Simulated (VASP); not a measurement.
# KMgF3 (Amm2) in VASP: further runs

The runs below take KMgF3 through single point, with LDA.

Everything below comes from runs of VASP 6.6.1. Logs are shortened: lines on timing, memory, paths and dates and some standing lists are left out, and cuts for length are marked.

## (1) The cell of the first run

It takes space group Amm2 (No. 38, orthorhombic). Conventional cell: a = 3.986 Å, b = 5.637 Å, c = 5.637 Å, α = 90.00°, β = 90.00°, γ = 90.00°. K (site symmetry mm2) is surrounded by 12 F at 2.69 to 2.94 Å. Mg (site symmetry mm2) is surrounded by 6 F at 1.91 to 2.08 Å. F (site symmetry mm2) is surrounded by 2 Mg at 2.00 Å. F (site symmetry m) has 2 Mg at 1.91 to 2.08 Å as nearest neighbours.

## (2) Single point, LDA

The input, INCAR:

```
ALGO = Normal ; EDIFF = 1E-6
ENCUT = 520 ; GGA = CA
ISIF = 2 ; ISMEAR = 0
LASPH = T ; LCHARG = T
LELF = T ; LREAL = F
LVHAR = T ; LWAVE = F
NBANDS = 24 ; NELM = 100
PREC = Accurate ; SIGMA = 0.05
```

The input, KPOINTS:

```
k-points
0
Gamma
  6 6 6
```

The input, POSCAR:

```
KMgF3
1.0
    3.9859000000      0.0000000000      0.0000000000
    0.0000000000      3.9859000000      0.0000000000
    0.0000000000      0.0000000000      3.9859000000
K Mg F
1 1 3
Direct
    0.5000000000      0.5000000000      0.5000000000
    0.0000000000      0.0000000000      0.0000000000
    0.5000000000     -0.0221752547     -0.0221752547
    0.0000000000      0.4778247453     -0.0221752547
    0.0000000000     -0.0221752547      0.4778247453
```

Potentials or basis: VASP PAW LDA potentials, release 64 (K_sv, Mg, F).

Launch:

```console
$ cat potpaw_LDA.64/K_sv/POTCAR potpaw_LDA.64/Mg/POTCAR potpaw_LDA.64/F/POTCAR > POTCAR
$ mpirun -np 1 vasp_std > vasp.out
```

OUTCAR:

```text
EDIFF = 1E-6
   ENCUT = 520
   GGA = CA
   ISIF = 2
   ISMEAR = 0
   LASPH = T
   LREAL = F
   NELM = 100
   PREC = Accurate

 ion  position               nearest neighbor table
   1  0.500  0.500  0.500-   3 2.69   4 2.76   4 2.76   5 2.76   5 2.76   3 2.82   3 2.82   2 3.45
                             2 3.45   2 3.45   2 3.45   2 3.45   2 3.45   2 3.45   2 3.45
   2  0.000  0.000  0.000-   4 1.91   5 1.91   3 2.00   3 2.00   4 2.08   5 2.08   1 3.45   1 3.45
                             1 3.45   1 3.45   1 3.45   1 3.45   1 3.45   1 3.45
   3  0.500  0.978  0.978-   2 2.00   2 2.00   1 2.69   1 2.82   1 2.82
   4  0.000  0.478  0.978-   2 1.91   2 2.08   1 2.76   1 2.76
   5  0.000  0.978  0.478-   2 1.91   2 2.08   1 2.76   1 2.76

  LATTYP: Found a simple cubic cell.
 ALAT       =     3.9859000000

  Lattice vectors:

 A1 = (   3.9859000000,   0.0000000000,   0.0000000000)
 A2 = (   0.0000000000,   3.9859000000,   0.0000000000)
 A3 = (   0.0000000000,   0.0000000000,   3.9859000000)

Analysis of symmetry for initial positions (statically):
=====================================================================
 Subroutine PRICEL returns:
 Original cell was already a primitive cell.

 Routine SETGRP: Setting up the symmetry group for a
 simple cubic supercell.

 Subroutine GETGRP returns: Found  4 space group operations
 (whereof  4 operations were pure point group operations)
 out of a pool of 48 trial point group operations.

The static configuration has the point symmetry C_2v.

Analysis of symmetry for dynamics (positions and initial velocities):
=====================================================================
 Subroutine PRICEL returns:
 Original cell was already a primitive cell.

 Routine SETGRP: Setting up the symmetry group for a
 simple cubic supercell.

 Subroutine GETGRP returns: Found  4 space group operations
 (whereof  4 operations were pure point group operations)
 out of a pool of 48 trial point group operations.

The dynamic configuration has the point symmetry C_2v.

 Subroutine INISYM returns: Found  4 space group operations
 (whereof  4 operations are pure point group operations),
 and found     1 'primitive' translations

----------------------------------------------------------------------------------------

                                     Primitive cell

  volume of cell :      63.3256

  direct lattice vectors                    reciprocal lattice vectors
     3.985900000  0.000000000  0.000000000     0.250884367  0.000000000  0.000000000
     0.000000000  3.985900000  0.000000000     0.000000000  0.250884367  0.000000000
     0.000000000  0.000000000  3.985900000     0.000000000  0.000000000  0.250884367

  length of vectors
     3.985900000  3.985900000  3.985900000     0.250884367  0.250884367  0.250884367

  position of ions in fractional coordinates (direct lattice)
     0.500000000  0.500000000  0.500000000
     0.000000000  0.000000000  0.000000000
     0.500000000  0.977824745  0.977824745
     0.000000000  0.477824745  0.977824745
     0.000000000  0.977824745  0.477824745

  ion indices of the primitive-cell ions
   primitive index   ion index
                 1           1
                 2           2
                 3           3
                 4           4
                 5           5

----------------------------------------------------------------------------------------

 KPOINTS: k-points

Automatic generation of k-mesh.
 Grid dimensions read from file:
 generate k-points for:    6    6    6

 Generating k-lattice:

  Cartesian coordinates                     Fractional coordinates (reciprocal lattice)
     0.041814061  0.000000000  0.000000000     0.166666667  0.000000000  0.000000000
     0.000000000  0.041814061  0.000000000     0.000000000  0.166666667  0.000000000
     0.000000000  0.000000000  0.041814061     0.000000000  0.000000000  0.166666667

  Length of vectors
     0.041814061  0.041814061  0.041814061

  Shift w.r.t. Gamma in fractional coordinates (k-lattice)
     0.000000000  0.000000000  0.000000000

 Subroutine IBZKPT returns following result:
 ===========================================

 Found     52 irreducible k-points:

 Following reciprocal coordinates:
            Coordinates               Weight
  0.000000  0.000000  0.000000      1.000000
  0.166667  0.000000  0.000000      2.000000
  0.000000  0.166667  0.000000      4.000000
  0.333333  0.000000  0.000000      2.000000
  0.000000  0.333333  0.000000      4.000000
  0.500000  0.000000  0.000000      1.000000
[... 16 lines left out ...]
  0.333333  0.000000  0.500000      4.000000
  0.500000  0.500000  0.000000      2.000000
 [... further k-points ...]
   k-points           NKPTS =     52   k-points in BZ     NKDIM =     52   number of bands    NBANDS=     24
   number of dos      NEDOS =    301   number of ions     NIONS =      5
   total plane-waves  NPLWV =  27000
   dimension x,y,z NGX =    30 NGY =   30 NGZ =   30
   dimension x,y,z NGXF=    60 NGYF=   60 NGZF=   60
   ions per type =               1   1   3
   NGX,Y,Z   is equivalent  to a cutoff of  12.51, 12.51, 12.51 a.u.
   NGXF,Y,Z  is equivalent  to a cutoff of  25.03, 25.03, 25.03 a.u.
 SYSTEM =  unknown system
   PREC   = accura    normal or accurate (medium, high low for compatibility)
   ISTART =      0    job   : 0-new  1-cont  2-samecut
   ICHARG =      2    charge: 1-file 2-atom 10-const
   ISPIN  =      1    spin polarized calculation?
   LNONCOLLINEAR =      F non collinear calculations
   LSORBIT =      F    spin-orbit coupling
   LASPH  =      T    aspherical Exc in radial PAW
   ENCUT  =  520.0 eV  38.22 Ry    6.18 a.u.   7.41  7.41  7.41*2*pi/ulx,y,z
   NELM   =    100;   NELMIN=  2; NELMDL= -5     # of ELM steps
   EDIFF  = 0.1E-05   stopping-criterion for ELM
   LREAL  =      F    real-space projection
   EDIFFG = 0.1E-04   stopping-criterion for IOM
   NSW    =      0    number of steps for IOM
   IBRION =     -1    ionic relax: 0-MD 1-quasi-New 2-CG
   NFREE  =      0    steps in history (QN), initial steepest desc. (CG)
   ISIF   =      2    stress and relaxation
   ISYM   =      2    0-nonsym 1-usesym 2-fastsym
   POTIM  = 0.5000    time-step for ionic-motion
   TEBEG  =    0.0;   TEEND  =   0.0 temperature during run
   PSTRESS=    0.0 pullay stress
   NELECT =      32.0000    total number of electrons
   NUPDOWN=      -1.0000    fix difference up-down
   EMIN   =  10.00;   EMAX   =-10.00  energy-range for DOS
   EFERMI =   0.00;   METHOD = LEGACY
   ISMEAR =     0;   SIGMA  =   0.05  broadening in eV -4-tet -1-fermi 0-gaus
   EFERMI_NEDOS =   21; number of points for ismear=-14 and -15
   IALGO  =     38    algorithm
   IMIX   =      4    mixing-type and parameters
     AMIX     =   0.40;   BMIX     =  1.00
     AMIX_MAG =   1.60;   BMIX_MAG =  1.00
  volume/ion in A,a.u.               =      12.67        85.47
  Fermi-wavevector in a.u.,A,eV,Ry     =   1.303962  2.464132 23.134232  1.700318
  Thomas-Fermi vector in A             =   2.434930
   LORBIT       =      0    0 simple, 1 ext, 2 COOP (PROOUT), +10 PAW based schemes
   GGA     = CA    functional components
   LHFCALC =     F    Hartree Fock is set to
   AEXX    =    0.0000 exact exchange contribution
   IVDW    =     0    specifies the selected vdW correction
   LEPSILON=     F    determine dielectric tensor
   LRPA    =     F    only Hartree local field effects (RPA)
 non-spin polarized calculation
 Gauss-broadening in eV      SIGMA  =   0.05
  energy-cutoff  :      520.00
  volume of cell :       63.33
 maximum number of plane-waves:      1743
 NGX is ok and might be reduce to    30
   NGX = 15   NGY = 15   NGZ = 15

 number of electron      31.9999991 magnetization

 Free energy of the ion-electron system (eV)
  ---------------------------------------------------
  ext. energy  EPLUGINS =         0.00000000
  ---------------------------------------------------
  free energy    TOTEN  =       -27.00109455 eV

  energy without entropy =      -27.00109455  energy(sigma->0) =      -27.00109455

 E-fermi :  -1.7339     XC(G=0): -10.4040

 val. band max:       -1.9999625876   @ k =   0.5000   0.5000   0.5000
 cond. band min:       4.9483917883   @ k =   0.0000   0.0000   0.0000
 fundamental gap:      6.9483543759
 Fermi energy:        -1.7339281901

 k-point     1 :       0.0000    0.0000    0.0000
  band No.  band energies     occupation
      1     -27.1553      2.00000
      2     -21.7272      2.00000
      3     -21.0432      2.00000
      4     -21.0268      2.00000
      5     -10.8998      2.00000
      6     -10.8997      2.00000
[... 16 lines left out ...]
     23      11.4438      0.00000
     24      14.4878      0.00000

 k-point     2 :       0.1667    0.0000    0.0000
  band No.  band energies     occupation
      1     -27.1471      2.00000
      2     -21.6977      2.00000
      3     -21.0657      2.00000
      4     -21.0401      2.00000
      5     -10.8938      2.00000
      6     -10.8843      2.00000
[... 16 lines left out ...]
     23      11.4875      0.00000
     24      14.3020      0.00000

 k-point     3 :       0.0000    0.1667    0.0000
  band No.  band energies     occupation
      1     -27.1472      2.00000
      2     -21.6962      2.00000
      3     -21.0800      2.00000
      4     -21.0269      2.00000
      5     -10.8922      2.00000
      6     -10.8840      2.00000
[... 16 lines left out ...]
     23      11.4687      0.00000
     24      14.3542      0.00000
[... 514 lines left out ...]
 k-point    23 :       0.3333    0.0000    0.5000
  band No.  band energies     occupation
      1     -27.1053      2.00000
      2     -21.4116      2.00000
      3     -21.2542      2.00000
      4     -21.1334      2.00000
      5     -10.9542      2.00000
      6     -10.9407      2.00000
[... 16 lines left out ...]
     23      12.2131      0.00000
     24      12.6591      0.00000

 k-point    24 :       0.5000    0.5000    0.0000
  band No.  band energies     occupation
      1     -27.0994      2.00000
      2     -21.2932      2.00000
      3     -21.2605      2.00000
      4     -21.2381      2.00000
      5     -10.9775      2.00000
      6     -10.9763      2.00000
[... 16 lines left out ...]
     23      12.0930      0.00000
     24      12.2908      0.00000

 [... further k-points ...]
[... 5 lines left out ...]
  --------------------------------------------------------------------------------------
  -------------------------------------------------------------------------------------
  Total       -2.0834434     -1.6316749     -1.6316749     -0.0000000     -0.0494356      0.0000000
  in kB      -52.7124367    -41.2824082    -41.2824082     -0.0000000     -1.2507516      0.0000000
  external PRESSURE =     -45.0924177 kB  Pullay stress =       0.0000000 kB

 VOLUME and BASIS-vectors are now :
 -----------------------------------------------------------------------------
  energy-cutoff  :      520.00
  volume of cell :       63.33
      direct lattice vectors                 reciprocal lattice vectors
     3.985900000  0.000000000  0.000000000     0.250884367  0.000000000  0.000000000
     0.000000000  3.985900000  0.000000000     0.000000000  0.250884367  0.000000000
     0.000000000  0.000000000  3.985900000     0.000000000  0.000000000  0.250884367

 POSITION                                       TOTAL-FORCE (eV/Angst)
 -----------------------------------------------------------------------------------
      1.99295      1.99295      1.99295         0.000000     -0.064686     -0.064686
      0.00000      0.00000      0.00000         0.000000     -0.690482     -0.690482
      1.99295      3.89751      3.89751         0.000000      0.098633      0.098633
      0.00000      1.90456      3.89751         0.000000      0.573831      0.082704
      0.00000      3.89751      1.90456         0.000000      0.082704      0.573831
 -----------------------------------------------------------------------------------
    total drift:                                0.000000     -0.001135     -0.001135

  FREE ENERGIE OF THE ION-ELECTRON SYSTEM (eV)
  ---------------------------------------------------
  free  energy   TOTEN  =       -27.0010945549 eV

  energy  without entropy=      -27.0010945549  energy(sigma->0) =      -27.00109455
```

Run time: 27 s. Hardware: 1 thread of Intel Xeon 6975P-C (Granite Rapids), shared host; peak memory 0.19 GiB.

What came out:

- Free energy: -27.0011 eV
- Pressure: -4.5 GPa
- Largest force: 0.976 eV/Å
- Band gap on the k mesh: 6.95 eV, indirect (least direct gap 7.28 eV)

Forces on the atoms (eV/Å):
```
K    0.000 -0.065 -0.065
Mg   0.000 -0.690 -0.690
F    0.000  0.099  0.099
F    0.000  0.574  0.083
F    0.000  0.083  0.574
```

Stress tensor (GPa, compression positive):
```
-5.27  0.00  0.00
 0.00 -4.13 -0.13
 0.00 -0.13 -4.13
```

Levels at points of the mesh, in eV from the valence-band top:
```
           k point  band 14  band 15  band 16  band 17  band 18  band 19
(0.00, 0.00, 0.00)    -0.34    -0.33    -0.33     6.95     9.81     9.81
(0.50, 0.00, 0.00)    -0.87    -0.57    -0.55     9.76    10.10    10.87
(0.00, 0.50, 0.00)    -0.88    -0.55    -0.54     9.77    10.11    10.88
(0.50, 0.50, 0.00)    -0.91    -0.90    -0.02    10.66    11.41    12.16
(0.00, 0.50, 0.50)    -0.90    -0.90    -0.03    10.63    11.45    12.19
(0.50, 0.50, 0.50)    -0.01    -0.01     0.00    10.18    10.19    10.20
```

## (3) Single point, LDA

The input, INCAR:

```
SYSTEM = KMgF3
ALGO = Fast
EDIFF = 1E-6
ENCUT = 520
ISIF = 2
ISMEAR = 0
LASPH = .TRUE.
LCHARG = .TRUE.
LELF = .TRUE.
LREAL = .FALSE.
LVHAR = .TRUE.
LWAVE = .FALSE.
NBANDS = 24
NELM = 100
PREC = Accurate
SIGMA = 0.05
```

The input, KPOINTS:

```
k-points
0
G
  6 6 6
  0 0 0
```

The input, POSCAR:

```
KMgF3
1.0
    3.9859000000      0.0000000000      0.0000000000
    0.0000000000      3.9859000000      0.0000000000
    0.0000000000      0.0000000000      3.9859000000
K Mg F
1 1 3
Direct
    0.5000000000      0.5000000000      0.5000000000
    0.0000000000      0.0000000000      0.0000000000
    0.5000000000     -0.0554381367     -0.0554381367
    0.0000000000      0.4445618633     -0.0554381367
    0.0000000000     -0.0554381367      0.4445618633
```

Potentials or basis: VASP PAW LDA potentials, release 64 (K_sv, Mg, F).

Launch:

```console
$ cat potpaw_LDA.64/K_sv/POTCAR potpaw_LDA.64/Mg/POTCAR potpaw_LDA.64/F/POTCAR > POTCAR
$ mpirun -np 1 vasp_std > vasp.out
```

Wall time 45 s (1 thread of Intel Xeon 6975P-C (Granite Rapids), shared host); peak memory 0.19 GiB.

Results (log left out):

```
Free energy            : -26.6204 eV
Pressure               : -0.5 GPa
Largest force          : 2.784 eV/Å
Band gap on the k mesh : 6.91 eV, indirect (least direct gap 7.23 eV)
```

Forces on the atoms (eV/Å):
```
K    0.000 -0.237 -0.237
Mg   0.000 -1.968 -1.968
F    0.000  0.340  0.340
F    0.000  1.789  0.076
F    0.000  0.076  1.789
```

Stress tensor (GPa, compression positive):
```
-5.30  0.00  0.00
 0.00  1.92 -1.12
 0.00 -1.12  1.92
```

Levels at points of the mesh, in eV from the valence-band top:
| k point | band 12 | band 13 | band 14 | band 15 | band 16 | band 17 | band 18 | band 19 | band 20 | band 21 |
| --- | --- | --- | --- | --- | --- | --- | --- | --- | --- | --- |
| (0.00, 0.00, 0.00) | -0.73 | -0.67 | -0.38 | -0.35 | -0.33 | 6.91 | 9.94 | 9.95 | 12.07 | 12.25 |
| (0.50, 0.00, 0.00) | -0.96 | -0.83 | -0.80 | -0.67 | -0.56 | 9.64 | 9.99 | 10.92 | 12.28 | 12.80 |
| (0.00, 0.50, 0.00) | -1.00 | -0.95 | -0.87 | -0.57 | -0.50 | 9.66 | 10.04 | 11.00 | 12.55 | 12.62 |
| (0.50, 0.50, 0.00) | -1.14 | -1.07 | -0.89 | -0.83 | -0.04 | 10.55 | 11.30 | 11.86 | 12.10 | 12.91 |
| (0.00, 0.50, 0.50) | -1.13 | -1.09 | -0.85 | -0.84 | -0.08 | 10.34 | 11.57 | 11.96 | 12.22 | 12.58 |
| (0.50, 0.50, 0.50) | -1.11 | -1.03 | -0.08 | -0.05 | 0.00 | 10.21 | 10.25 | 10.33 | 12.77 | 14.07 |

Caveat: forces of over 1 eV/Å show positions far from the minimum, so gaps and moduli don't describe the material at rest.
